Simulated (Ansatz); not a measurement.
Mn3Si:

```xyz
4
Lattice="0.0000 2.8610 2.8610 2.8610 0.0000 2.8610 2.8610 2.8610 0.0000" Properties=species:S:1:pos:R:3 pbc="T T T"
Mn    4.2915    4.2915    4.2915
Mn    1.4305    1.4305    1.4305
Mn    2.8610    2.8610    2.8610
Si    0.0000    0.0000    0.0000
```

- Program: Ansatz 0.2.0
- Task: relaxation of cell and atoms
- Functional: PBEsol
- Dispersion: D4
- Potentials or basis: Ansatz PAW
- Cutoff: 420 eV (not typed: the program's choice for these potentials)
- k mesh: 8 × 8 × 8
- Occupations: fermi-dirac, width 0.05 eV
- Spin: collinear spin, ferromagnetic start
- Starting moments: [4.0, 4.0, 4.0, 0.0] μB

At the start: volume 11.71 Å³/atom.

Problem. How do energy, volume and symmetry change on relaxing?

Solution. It ends after 5 steps and the volume is 10.60 Å³/atom (-9.5 %); space group Fm-3m (No. 225, to 0.05 Å); moment 1.13 μB per cell.

The path:
| step | energy change (eV) | largest force (eV/Å) | volume (Å³) |
| --- | --- | --- | --- |
| 1 | 0.0000 | 0.0000 | 46.84 |
| 2 | -0.2498 | 0.0000 | 43.87 |
| 3 | -0.2839 | 0.0000 | 42.18 |
| 4 | -0.2847 | 0.0000 | 42.39 |
| 5 | -0.2837 | 0.0000 | 42.39 |

Final structure:
```
Mn Si
1.0
     0.00000    2.76755    2.76755
     2.76755    0.00000    2.76755
     2.76755    2.76755    0.00000
Mn Si
3 1
Direct
  0.75000 0.75000 0.75000
  0.25000 0.25000 0.25000
  0.50000 0.50000 0.50000
  0.00000 0.00000 0.00000
```

Caveat: the plane-wave basis is chosen anew once the cell has moved, so the energies of steps on either side of that aren't comparable; pairwise dispersion overbinds metals, which lowers pressure and volume; the PAW data sets come from PBE, with cores solved anew for the run's functional, which leaves a small shift of forces and pressure; the starting moments weren't kept.
